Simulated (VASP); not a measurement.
# SnSe2 (P-3m1) in VASP: notebook

Aim: see how the results for SnSe2 move with the level of theory and the settings. Levels: PBEsol, RPBE. Tasks: relaxation of cell and atoms.

All numbers are computed with VASP 6.6.1; they aren't measurements. Logs are shortened: lines on timing, memory, paths and dates and some standing lists are left out, and cuts for length are marked.

### 1 The crystal as given

It takes space group P-3m1 (No. 164, trigonal). The conventional cell has a = 3.842 Å, b = 3.842 Å, c = 6.486 Å, α = 90.00°, β = 90.00°, γ = 120.00°. Around Sn (site symmetry -3m) lie 6 Se at 2.72 Å. Se (site symmetry 3m) is surrounded by 3 Sn at 2.72 Å.

The cell is a database's computed one.

### 2 Relaxation of cell and atoms, PBEsol

The input, INCAR:

```
SYSTEM = SnSe2
PREC     = Accurate       ! precision mode
ENCUT    = 580            ! plane-wave cutoff, eV
EDIFF    = 1E-7           ! SCF threshold, eV
ISMEAR   = 0              ! smearing method
SIGMA    = 0.02           ! smearing width, eV
LREAL    = .FALSE.        ! projectors in reciprocal space
LASPH    = .TRUE.         ! aspherical terms in the spheres
NELM     = 100            ! most SCF steps
ALGO     = Normal         ! electronic algorithm
ISIF     = 3              ! what is computed and relaxed
LWAVE    = .FALSE.        ! write WAVECAR
LCHARG   = .FALSE.        ! write CHGCAR
GGA      = PS             ! functional
IBRION   = 2              ! ionic algorithm
NSW      = 90             ! ionic steps
EDIFFG   = -0.005         ! ionic threshold
```

The input, KPOINTS:

```
regular mesh
0
G
  9 9 4
  0 0 0
```

The input, POSCAR:

```
SnSe2
1.0
    3.8418991400      0.0000000000      0.0000000000
   -1.9209495700      3.3271822500      0.0000000000
    0.0000000000      0.0000000000      6.4858801000
Sn Se
1 2
Direct
    0.0000000000      0.0000000000      0.0000000000
    0.6666666700      0.3333333300      0.7570988600
    0.3333333300      0.6666666700      0.2429011400
```

Potentials or basis: VASP PAW PBE potentials, release 64 (Sn, Se).

Launch:

```sh
$ cat potpaw_PBE.64/Sn/POTCAR potpaw_PBE.64/Se/POTCAR > POTCAR
$ mpirun -np 1 vasp_std > vasp.out
```

OUTCAR:

```text
SYSTEM = SnSe2
   PREC = Accurate
   ENCUT = 580
   EDIFF = 1E-7
   ISMEAR = 0
   LREAL = .FALSE.
   LASPH = .TRUE.
   NELM = 100
   ISIF = 3
   GGA = PS
   IBRION = 2
   NSW = 90
   EDIFFG = -0.005

 ion  position               nearest neighbor table
   1  0.000  0.000  0.000-   2 2.72   3 2.72   3 2.72   2 2.72   2 2.72   3 2.72
   2  0.667  0.333  0.757-   1 2.72   1 2.72   1 2.72
   3  0.333  0.667  0.243-   1 2.72   1 2.72   1 2.72

  LATTYP: Found a hexagonal cell.
 ALAT       =     3.8418991400
 C/A-ratio  =     1.6881963486

  Lattice vectors:

 A1 = (   3.8418991400,   0.0000000000,   0.0000000000)
 A2 = (  -1.9209495700,   3.3271822500,   0.0000000000)
 A3 = (   0.0000000000,   0.0000000000,   6.4858801000)

Analysis of symmetry for initial positions (statically):
=====================================================================
 Subroutine PRICEL returns:
 Original cell was already a primitive cell.

 Routine SETGRP: Setting up the symmetry group for a
 hexagonal supercell.

 Subroutine GETGRP returns: Found 12 space group operations
 (whereof 12 operations were pure point group operations)
 out of a pool of 24 trial point group operations.

The static configuration has the point symmetry D_3d.

Analysis of symmetry for dynamics (positions and initial velocities):
=====================================================================
 Subroutine PRICEL returns:
 Original cell was already a primitive cell.

 Routine SETGRP: Setting up the symmetry group for a
 hexagonal supercell.

 Subroutine GETGRP returns: Found 12 space group operations
 (whereof 12 operations were pure point group operations)
 out of a pool of 24 trial point group operations.

The dynamic configuration has the point symmetry D_3d.

 Subroutine INISYM returns: Found 12 space group operations
 (whereof 12 operations are pure point group operations),
 and found     1 'primitive' translations

----------------------------------------------------------------------------------------

                                     Primitive cell

  volume of cell :      82.9071

  direct lattice vectors                    reciprocal lattice vectors
     3.841899140  0.000000000  0.000000000     0.260287937  0.150277310  0.000000000
    -1.920949570  3.327182250  0.000000000     0.000000000  0.300554621  0.000000000
     0.000000000  0.000000000  6.485880100     0.000000000  0.000000000  0.154181080

  length of vectors
     3.841899140  3.841899137  6.485880100     0.300554621  0.300554621  0.154181080

  position of ions in fractional coordinates (direct lattice)
     0.000000000  0.000000000  0.000000000
     0.666666670  0.333333330  0.757098860
     0.333333330  0.666666670  0.242901140

  ion indices of the primitive-cell ions
   primitive index   ion index
                 1           1
                 2           2
                 3           3

----------------------------------------------------------------------------------------

 KPOINTS: regular mesh

Automatic generation of k-mesh.
 Grid dimensions read from file:
 generate k-points for:    9    9    4

 Generating k-lattice:

  Cartesian coordinates                     Fractional coordinates (reciprocal lattice)
     0.028920882  0.016697479  0.000000000     0.111111111  0.000000000  0.000000000
     0.000000000  0.033394958  0.000000000     0.000000000  0.111111111  0.000000000
     0.000000000  0.000000000  0.038545270     0.000000000  0.000000000  0.250000000

  Length of vectors
     0.033394958  0.033394958  0.038545270

  Shift w.r.t. Gamma in fractional coordinates (k-lattice)
     0.000000000  0.000000000  0.000000000

 Subroutine IBZKPT returns following result:
 ===========================================

 Found     43 irreducible k-points:

 Following reciprocal coordinates:
            Coordinates               Weight
  0.000000  0.000000  0.000000      1.000000
  0.111111  0.000000  0.000000      6.000000
  0.222222 -0.000000  0.000000      6.000000
  0.333333  0.000000  0.000000      6.000000
  0.444444 -0.000000  0.000000      6.000000
  0.111111  0.111111  0.000000      6.000000
[... 16 lines left out ...]
  0.222222  0.111111  0.250000     12.000000
 -0.111111  0.333333  0.250000     12.000000
 [... further k-points ...]
   k-points           NKPTS =     43   k-points in BZ     NKDIM =     43   number of bands    NBANDS=     12
   number of dos      NEDOS =    301   number of ions     NIONS =      3
   total plane-waves  NPLWV =  48600
   dimension x,y,z NGX =    30 NGY =   30 NGZ =   54
   dimension x,y,z NGXF=    60 NGYF=   60 NGZF=  108
   ions per type =               1   2
   NGX,Y,Z   is equivalent  to a cutoff of  12.98, 12.98, 13.84 a.u.
   NGXF,Y,Z  is equivalent  to a cutoff of  25.96, 25.96, 27.68 a.u.
 SYSTEM =  SnSe2
   PREC   = accura    normal or accurate (medium, high low for compatibility)
   ISTART =      0    job   : 0-new  1-cont  2-samecut
   ICHARG =      2    charge: 1-file 2-atom 10-const
   ISPIN  =      1    spin polarized calculation?
   LNONCOLLINEAR =      F non collinear calculations
   LSORBIT =      F    spin-orbit coupling
   LASPH  =      T    aspherical Exc in radial PAW
   ENCUT  =  580.0 eV  42.63 Ry    6.53 a.u.   7.54  7.54 12.74*2*pi/ulx,y,z
   NELM   =    100;   NELMIN=  2; NELMDL= -5     # of ELM steps
   EDIFF  = 0.1E-06   stopping-criterion for ELM
   LREAL  =      F    real-space projection
   EDIFFG = -.5E-02   stopping-criterion for IOM
   NSW    =     90    number of steps for IOM
   IBRION =      2    ionic relax: 0-MD 1-quasi-New 2-CG
   NFREE  =      1    steps in history (QN), initial steepest desc. (CG)
   ISIF   =      3    stress and relaxation
   ISYM   =      2    0-nonsym 1-usesym 2-fastsym
   POTIM  = 0.5000    time-step for ionic-motion
   TEBEG  =    0.0;   TEEND  =   0.0 temperature during run
   PSTRESS=    0.0 pullay stress
   NELECT =      16.0000    total number of electrons
   NUPDOWN=      -1.0000    fix difference up-down
   EMIN   =  10.00;   EMAX   =-10.00  energy-range for DOS
   EFERMI =   0.00;   METHOD = LEGACY
   ISMEAR =     0;   SIGMA  =   0.02  broadening in eV -4-tet -1-fermi 0-gaus
   EFERMI_NEDOS =   21; number of points for ismear=-14 and -15
   IALGO  =     38    algorithm
   IMIX   =      4    mixing-type and parameters
     AMIX     =   0.40;   BMIX     =  1.00
     AMIX_MAG =   1.60;   BMIX_MAG =  1.00
  volume/ion in A,a.u.               =      27.64       186.49
  Fermi-wavevector in a.u.,A,eV,Ry     =   0.946058  1.787790 12.177559  0.895025
  Thomas-Fermi vector in A             =   2.074019
   LORBIT       =      0    0 simple, 1 ext, 2 COOP (PROOUT), +10 PAW based schemes
   GGA     = PS    functional components
   LHFCALC =     F    Hartree Fock is set to
   AEXX    =    0.0000 exact exchange contribution
   IVDW    =     0    specifies the selected vdW correction
   LEPSILON=     F    determine dielectric tensor
   LRPA    =     F    only Hartree local field effects (RPA)
 conjugate gradient relaxation of ions
 non-spin polarized calculation
 Gauss-broadening in eV      SIGMA  =   0.02
  energy-cutoff  :      580.00
  volume of cell :       82.91
 maximum number of plane-waves:      2655
 NGX is ok and might be reduce to    30
   NGX = 15   NGY = 15   NGZ = 25

--------------------------------------- Ionic step        1  -------------------------------------------

 number of electron      16.0000000 magnetization

 Free energy of the ion-electron system (eV)
  ---------------------------------------------------
  ext. energy  EPLUGINS =         0.00000000
  ---------------------------------------------------
  free energy    TOTEN  =       -12.99554157 eV

  energy without entropy =      -12.99554157  energy(sigma->0) =      -12.99554157

------------------------ aborting loop because EDIFF is reached ----------------------------------------

  FORCE on cell =-STRESS in cart. coord.  units (eV):
  Direction    XX          YY          ZZ          XY          YZ          ZX
  --------------------------------------------------------------------------------------
  -------------------------------------------------------------------------------------
  Total       -0.5175440     -0.5175440     -0.1254049     -0.0000000      0.0000000      0.0000000
  in kB      -10.0015292    -10.0015292     -2.4234481     -0.0000000      0.0000000      0.0000000
  external PRESSURE =      -7.4755022 kB  Pullay stress =       0.0000000 kB
[... 92 lines left out ...]
  FREE ENERGIE OF THE ION-ELECTRON SYSTEM (eV)
  ---------------------------------------------------
  free  energy   TOTEN  =       -12.9993611022 eV

  energy  without entropy=      -12.9993611022  energy(sigma->0) =      -12.99936110

[... ionic steps 4 to 11 ...]

--------------------------------------- Ionic step       12  -------------------------------------------

 number of electron      16.0000001 magnetization

------------------------ aborting loop because EDIFF is reached ----------------------------------------
[... 69 lines left out ...]
--------------------------------------- Ionic step       14  -------------------------------------------

 number of electron      16.0000001 magnetization

 Free energy of the ion-electron system (eV)
  ---------------------------------------------------
  ext. energy  EPLUGINS =         0.00000000
  ---------------------------------------------------
  free energy    TOTEN  =       -13.00923294 eV

  energy without entropy =      -13.00923294  energy(sigma->0) =      -13.00923294

 E-fermi :   3.2108     XC(G=0):  -9.6094

 val. band max:        3.1153902703   @ k =   0.1111   0.1111   0.0000
 cond. band min:       3.7154275860   @ k =   0.0000   0.4444   0.2500
 fundamental gap:      0.6000373157
 Fermi energy:         3.2107908239

 k-point     1 :       0.0000    0.0000    0.0000
  band No.  band energies     occupation
      1     -10.7527      2.00000
      2      -9.0788      2.00000
      3      -3.2179      2.00000
      4       2.5340      2.00000
      5       2.5340      2.00000
      6       2.7653      2.00000
      7       2.7653      2.00000
      8       3.0050      2.00000
      9       3.9804      0.00000
     10       6.0762      0.00000
     11       7.7036      0.00000
     12       7.7036      0.00000
[... 331 lines left out ...]
 k-point    24 :      -0.1111    0.3333    0.2500
  band No.  band energies     occupation
      1      -9.8804      2.00000
      2      -8.8422      2.00000
      3      -3.3051      2.00000
      4      -0.2019      2.00000
      5       0.0910      2.00000
      6       1.4843      2.00000
      7       1.6333      2.00000
      8       2.8220      2.00000
      9       4.6981      0.00000
     10       7.8251      0.00000
     11       8.1068      0.00000
     12       9.4436      0.00000

 [... further k-points ...]

------------------------ aborting loop because EDIFF is reached ----------------------------------------

  FORCE on cell =-STRESS in cart. coord.  units (eV):
  Direction    XX          YY          ZZ          XY          YZ          ZX
  --------------------------------------------------------------------------------------
  -------------------------------------------------------------------------------------
  Total       -0.0113501     -0.0113501      0.0062995      0.0000000      0.0000000     -0.0000000
  in kB       -0.2344209     -0.2344209      0.1301081      0.0000000      0.0000000     -0.0000000
  external PRESSURE =      -0.1129112 kB  Pullay stress =       0.0000000 kB
[... 18 lines left out ...]
  FREE ENERGIE OF THE ION-ELECTRON SYSTEM (eV)
  ---------------------------------------------------
  free  energy   TOTEN  =       -13.0092329393 eV

  energy  without entropy=      -13.0092329393  energy(sigma->0) =      -13.00923294

 reached required accuracy - stopping structural energy minimisation
```

Wall time 5.1 min (1 thread of Intel Xeon Platinum 8375C at 2.90GHz (Ice Lake), shared host); peak memory 0.25 GiB.

Results:

* Free energy: -13.0092 eV
* Relaxed volume: 25.86 Å³/atom
* Relaxed cell: a = 3.819 Å, b = 3.819 Å, c = 6.142 Å, α = 90.00°, β = 90.00°, γ = 120.00°
* Space group after relaxing (to 0.05 Å): P-3m1 (No. 164)
* Energy gained by relaxing: 4.6 meV/atom
* Ionic steps: 14
* Pressure after relaxing: 0.0 GPa
* Largest force after relaxing: 0.004 eV/Å
* Band gap on the k mesh: 0.60 eV, indirect (least direct gap 0.98 eV)

Forces on the atoms (eV/Å):
```
Sn   0.000  0.000  0.000
Se   0.000  0.000  0.004
Se   0.000  0.000 -0.004
```

The path:
```csv
step,energy change (eV),largest force (eV/Å),pressure (GPa),volume (Å³)
1,0.0000,0.0555,-0.75,82.91
2,-0.0036,0.1653,0.36,81.37
3,-0.0038,0.1452,0.16,81.64
4,-0.0054,0.0588,-0.01,81.52
5,-0.0055,0.0339,-0.06,81.48
6,-0.0060,0.0325,-0.07,81.34
7,-0.0075,0.0283,-0.10,80.93
8,-0.0102,0.0213,-0.13,80.09
9,-0.0134,0.0119,-0.12,78.41
10,-0.0136,0.0075,-0.08,77.76
11,-0.0113,0.0197,0.70,76.38
12,-0.0137,0.0098,0.04,77.54
13,-0.0130,0.0808,-0.28,77.73
14,-0.0137,0.0045,-0.01,77.57
```

Final structure:
```xyz
3
Lattice="3.8187 0.0000 0.0000 -1.9094 3.3071 0.0000 0.0000 0.0000 6.1425" Properties=species:S:1:pos:R:3 pbc="T T T"
Sn    0.0000    0.0000    0.0000
Se    1.9094    1.1024    4.5542
Se    0.0000    2.2048    1.5883
```

Caveat: the PAW data sets were made with another functional, which shifts forces and pressure a little; spin-orbit coupling is left out, which moves the levels of the heavy elements; an odd mesh through Γ misses points on the zone boundary, where band edges often lie; this functional lacks dispersion, which binds the layers, so the pressure and a relaxed spacing across them are unreliable.

[end of part 1 of 2]
